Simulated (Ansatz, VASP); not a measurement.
## Nb in VASP and in Ansatz

File INCAR:

```
PREC = Accurate
ENCUT = 520
EDIFF = 1E-7
ISMEAR = 1
SIGMA = 0.2
LREAL = F
LASPH = T
NELM = 60
ALGO = Normal
ISIF = 2
LWAVE = F
LCHARG = F
GGA = PE
NBANDS = 12
```

The input KPOINTS:

```
Automatic mesh
0
Gamma
  13 13 13
```

The input POSCAR:

```
Nb
1.0
   -1.6547957147      1.6547957147      1.6547957147
    1.6547957147     -1.6547957147      1.6547957147
    1.6547957147      1.6547957147     -1.6547957147
Nb
1
Direct
    0.0000000000      0.0000000000      0.0000000000
```

Input for Ansatz:

```yaml
crystal:
  lattice:
    - [-1.6547957147, 1.6547957147, 1.6547957147]
    - [1.6547957147, -1.6547957147, 1.6547957147]
    - [1.6547957147, 1.6547957147, -1.6547957147]
  atoms:
    - { symbol: Nb, position: [0.0, 0.0, 0.0] }
hamiltonian:
  xc: pbe
  pseudopotentials:
    kind: paw
    azcp:
      Nb: "pseudopotentials/Nb.paw.azcp"
basis:
  ecutwfc: 420
  fft_grid_basis: typed
kpoints:
  mp_grid: { grid: [13, 13, 13], shift: [0, 0, 0] }
magnetization:
  spin_polarized: false
scf:
  occupations: { method: cold, width: 0.2 }
  lower_state_search: "off"
output:
  stress: true
```

Alike in both runs: task single point; functional PBE; k mesh 13 × 13 × 13; no spin polarisation.

|  | VASP | Ansatz |
| --- | --- | --- |
| version | VASP 6.6.1 | Ansatz 0.2.0 |
| potentials or method | VASP PAW PBE potentials, release 64 (Nb_sv) | plane waves (420 eV) with PAW, scalar-relativistic |
| plane-wave cutoff (eV) | 520 | 420 |
| occupations | methfessel-paxton of order 1, width 0.2 eV | cold, width 0.2 eV |
| valence electrons in the cell | 13 | 13 |

Ansatz gave:

* pressure (GPa): -0.4

Estimate VASP's values.

pressure (GPa): -0.8.
